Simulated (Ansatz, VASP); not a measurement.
**InAs in two plane-wave programs**

Aim: how closely do two programs agree when they are given the same cell, functional and k mesh? The cell is taken from a series of runs on this material, whose earlier steps may have relaxed, scaled, displaced or heated it; both programs get it as it stands.

Calculated with Ansatz 0.2.0; plane waves, with VASP 6.6.1 beside it; zone-centre phonons at LDA.

### 1. The structure

It takes space group I-4m2 (No. 119, tetragonal). The conventional cell has a = 4.292 Å, b = 4.292 Å, c = 5.905 Å, α = 90.00°, β = 90.00°, γ = 90.00°. As has 4 In at 2.60 Å nearest. In has 4 As at 2.60 Å nearest. Farther neighbours are not listed.

### 2. Ansatz: zone-centre phonons, LDA, pair 1

Ansatz runs on its PAW soft_1 files.

Second derivatives magnify differences that forces hide, and they need a tight electronic threshold.

The input, input.yaml:

```yaml
crystal:
  lattice:
    - [0.0, 3.0352434349, 2.9526534265]
    - [3.0352434349, 0.0, 2.9526534265]
    - [3.0352434349, 3.0352434349, 0.0]
  atoms:
    - { symbol: As, position: [0.75, 0.75, 0.75] }
    - { symbol: In, position: [0.0, 0.0, 0.0] }
kpoints:
  mp_grid: { grid: [12, 12, 12] }
hamiltonian:
  xc: lda
  pseudopotentials: { kind: paw, azcp: { folder: soft_1 }, xc_functional: pbe }
scf:
  occupations: { method: methfessel_paxton, width: 0.2 }
output:
  eigenvalues: true
phonons:
  method: dfpt
```

On the command line:

```bash
> ansatz run input.yaml --threads 4 --pin off --max-ram 10240MiB --backend cpu --events-out ev --progress --plain --runs-dir out
```

Numbers of over 12 decimals in the logs are rounded to 6 here.

Output:

```text
zone centre: on kpoints.mp_grid the ground state, and the responses unless they are solved on pairs of k-points, stand on 280 of the mesh's 1728 k-points, reduced under 4 symmetry operations, with k and −k counted as one. Each operation leaves every solved displacement unchanged or reverses it
Engine: ansatz 0.2.0, x86_64-unknown-linux-gnu
Pseudopotentials: kind: paw
Pseudopotential: As, paw, valence charge 15, recommended cutoff 420 eV (normal), soft_1/As.paw.azcp
Pseudopotential: In, paw, valence charge 13, recommended cutoff 420 eV (normal), soft_1/In.paw.azcp
Functional definition: SPW92
  exchange = slater_x
  correlation = pw_c
Crystal: 2 atoms, lattice volume = 54.404 Å³
Basis set: ecut = 420 eV, 1049 PW (Γ), exchange–correlation on 60×60×60 points (8 copies of the dense FFT grid, shifted against one another)
Bands: 18, of which v1, the nominal top of the filled ones, is band 14 counted from 1 (13 counted from 0)
Symmetry: 8 space group operations
k-points: 280 of 1728 (irreducible under 4 space group operations, time reversal used)
Non-local potential: As, projectors of the file, l = 0: 2, l = 1: 2, l = 2: 3, l = 3: 1
Non-local potential: In, projectors of the file, l = 0: 2, l = 1: 2, l = 2: 2, l = 3: 1
PAW form: soft (Blöchl's): semilocal exchange-correlation on the pseudo side does not see the compensation charge
PAW frozen core: As, regenerated for the run's functional, and the local potential with it (the file was generated under x = pbe(κ = 0.804, μ = 0.219515), c = pbe(β = 0.066725))
PAW frozen core: In, regenerated for the run's functional, and the local potential with it (the file was generated under x = pbe(κ = 0.804, μ = 0.219515), c = pbe(β = 0.066725))
PAW one-centre angular grid: As, 590 points (default); XC on 64 Gauss nodes
PAW one-centre angular grid: In, 590 points (default); XC on 64 Gauss nodes
Initial density: superposition of atomic densities (chi_scale 0.1, normalization cell, long waves kept (reshape's long-wave potential 0.00 eV rms))
Initial wavefunctions: pseudopotential atomic-orbital guess
Functional: x = slater, c = lda
SCF iter   1: F=—  HF=-10231.427950 eV  |F-HF|=—  |Δ(HF+E_count)|=         —  Δρ=2.83e-2  dr2=3.87e-1  ethr=3.10e-3  ⟨swp⟩=5.3  Hψ=25743  notcnv=0
preconditioner: auto → Kerker (q_TF=auto, 2.442 Å⁻¹)  [metal: Δε(μ)=0.131 eV  Ē_g=14.730 eV  σ=0.200 eV  W_gap=0.50  n_scr=14 (ndim 8)  ℏωp=21.4 eV  f_vac=0.005  D(μ)=0.05/eV (n_scr^D=0)]
SCF iter   2: F=—  HF=-10231.351513 eV  |F-HF|=—  |Δ(HF+E_count)|=   7.64e-2  S|Δr|=    0.00e0  Δρ=1.79e-2  dr2=1.74e-1  ethr=1.38e-3  ⟨swp⟩=2.0  Hψ=8290  notcnv=0
preconditioner: auto → none  [insulator: Δε(μ)=0.132 eV  Ē_g=14.778 eV  σ=0.200 eV  W_gap=0.50  n_scr=14 (ndim 8)  ℏωp=21.4 eV  f_vac=0.009  D(μ)=0.05/eV (n_scr^D=0)  ε∞_Penn≈3.1]
SCF iter   3: F=—  HF=-10231.301529 eV  |F-HF|=—  |Δ(HF+E_count)|=   5.00e-2  S|Δr|=    0.00e0  Δρ=3.71e-3  dr2=6.75e-3  ethr=6.22e-4  ⟨swp⟩=2.0  Hψ=7178  notcnv=0
SCF iter   4: F=—  HF=-10231.299138 eV  |F-HF|=—  |Δ(HF+E_count)|=   2.39e-3  S|Δr|=    0.00e0  Δρ=1.03e-3  dr2=7.58e-4  ethr=2.41e-5  ⟨swp⟩=2.0  Hψ=7561  notcnv=0
SCF iter   5: F=—  HF=-10231.298918 eV  |F-HF|=—  |Δ(HF+E_count)|=   2.19e-4  S|Δr|=    0.00e0  Δρ=2.89e-4  dr2=6.83e-5  ethr=2.71e-6  ⟨swp⟩=2.1  Hψ=8735  notcnv=0
SCF iter   6: F=—  HF=-10231.298891 eV  |F-HF|=—  |Δ(HF+E_count)|=   2.74e-5  S|Δr|=    0.00e0  Δρ=6.36e-5  dr2=2.33e-6  ethr=2.44e-7  ⟨swp⟩=2.0  Hψ=8961  notcnv=0
SCF iter   7: F=—  HF=-10231.298890 eV  |F-HF|=—  |Δ(HF+E_count)|=   4.25e-7  S|Δr|=    0.00e0  Δρ=9.71e-6  dr2=4.15e-8  ethr=8.33e-9  ⟨swp⟩=2.9  Hψ=7601  notcnv=0
SCF iter   8: F=—  HF=-10231.298890 eV  |F-HF|=—  |Δ(HF+E_count)|=   1.17e-8  S|Δr|=    0.00e0  Δρ=1.66e-6  dr2=8.38e-10  ethr=1.48e-10  ⟨swp⟩=2.0  Hψ=8856  notcnv=0
SCF iter   9: F=-10231.298890 eV  HF=-10231.298890 eV  |F-HF|=0.00e0  |Δ(HF+E_count)|=  5.46e-10  S|Δr|=    0.00e0  Δρ=1.28e-7  dr2=4.40e-12  ethr=1.00e-12  ⟨swp⟩=5.0  Hψ=23483  notcnv=0
the search or the solves at the SCF's close seem to have found levels that the self-consistency loop had missed (the run counts 1). By its estimate they hold under 1e-12 electrons; where the run keeps them, the occupations were computed again with them
SCF 1 converged in 9 iterations: F = -10231.298890 eV  dr2 = 4.40e-12
  greatest PAW one-centre occupation: 0.999 electrons in one spin orbital (limit 2), on the As atom at site 0 (counted from 0), in its partial waves of l = 2
DFPT response loops at Γ: preconditioner auto → Kerker (q_TF=auto, 2.442 Å⁻¹) (partly filled bands, converged f_vac=0.083); β = 1.00, the filter's whole step (`scf.mixing.beta` (0.50) is not read by the response loops under this deck's `scf.mixing.preconditioner`; to damp them name `kerker` or `kerker_dos`, under which they read `scf.mixing.beta`, and type it under 1.00, their step now; both keys bind the ground state too); Broyden in place of MSR1
SCF converged after 9 iterations
Stability not checked: this state was not tested for a lower state beside it, because cold or Methfessel-Paxton smearing, or corrected tetrahedra, fill the levels in a way that the test cannot read (fill_not_monotonic; see scf.lower_state_search)
Free energy (F): -10231.298890 eV
Harris-Foulkes:  -10231.298890 eV  (|F-HF|=0.00e0)
Internal energy: -10231.299311 eV  (E = F + TS)
E sigma→0 (E₀):  -10231.298995 eV
Entropy (-TS):   0.000420 eV (0.210 meV/atom)
Fermi energy:    7.626782 eV
Step filling:    the computed levels leave a gap of 0.1299 eV = 0.6 smearing widths at the electron count; against every level under it full and every level over it empty, smearing changes F+E_penalty+E_count by +0.207 meV and its σ→0 estimate by +0.102 meV
--- Per-component energies (eV) ---
  E_band       = -322.167736
  E_kinetic    = 318.778523
  E_local      = -3464.056292  (includes V_loc(G=0)·N_el)
  E_nonlocal   = -59.457356
  E_hartree    = 1722.369971
  E_xc         = -212.473150
  E_vxc        = -164.856878  (∫ρ·V_xc dr)
  E_paw        = -6001.870097  (= ΣΔE_a)
  E_vpaw       = -397.315744  (= ΣTr[D̂ρ^β])
  E_aug_tail   = 0.000076  (compensation charges beyond the density's cutoff)
  E_ewald      = -2536.950750
  E_core_change = 2.359764  (= ΣΔE_core)
  E_smearing   = 0.000420  (= −TS)
  E_closure    = 0.000000  (closes the sum)
  Σ components = -10231.298890   (vs F -10231.298890, Δ=0.00e0)
--- Band table (eV; the first three rows and the last of 280) ---
  k-point 0: bands = [... 10 lower, -4.4681, 7.2091, 7.5281, 7.5281, 7.6580, 11.3817, 11.4381, 11.4381]
  k-point 1: bands = [... 10 lower, -4.3927, 6.2089, 7.4288, 7.5228, 8.3100, 11.4151, 11.5683, 11.5738]
  k-point 2: bands = [... 10 lower, -4.1753, 4.9682, 7.1882, 7.3034, 8.7113, 11.7364, 11.8742, 11.9459]
  k-point 279: bands = [... 10 lower, -2.3288, 1.6888, 5.0764, 5.0764, 8.8891, 9.3660, 16.8172, 16.8172]
--- Phonons (Γ-DFPT): 4 representative perturbations + reference, on 280 of 1728 k-points (Σ response iterations 12) ---
  k mesh reduced under 4 symmetry operations, with k and −k counted as one. Each operation leaves every solved displacement unchanged or reverses it
  ASR residual: 1.571e-4 → 0.000e0 eV/Å²; symmetrization residual: 2.073e-5 eV/Å²
  ASR residual per site (eV/Å²): 1.14e-5 1.57e-4
  Γ frequencies (cm⁻¹): 0.00 0.00 0.00 214.19 215.84 215.84
  non-analytic LO–TO correction: not included (Born effective charges unavailable; polar crystals: no LO–TO splitting at Γ)
```

(Part 1 of 3 ends here.)

[Lines on the potential files, build, host, timing and source positions are cut from VASP's logs without a mark.]

[Logs are printed without paths, hosts, clocks, repeated set-up lines and the standing remarks that a program may print on its own settings, such as how far it seeks lower states.]

[Hosts, paths, dates, database ids (printed as entryN), source tags and the programs' standing remarks are cut or masked in the printed files.]
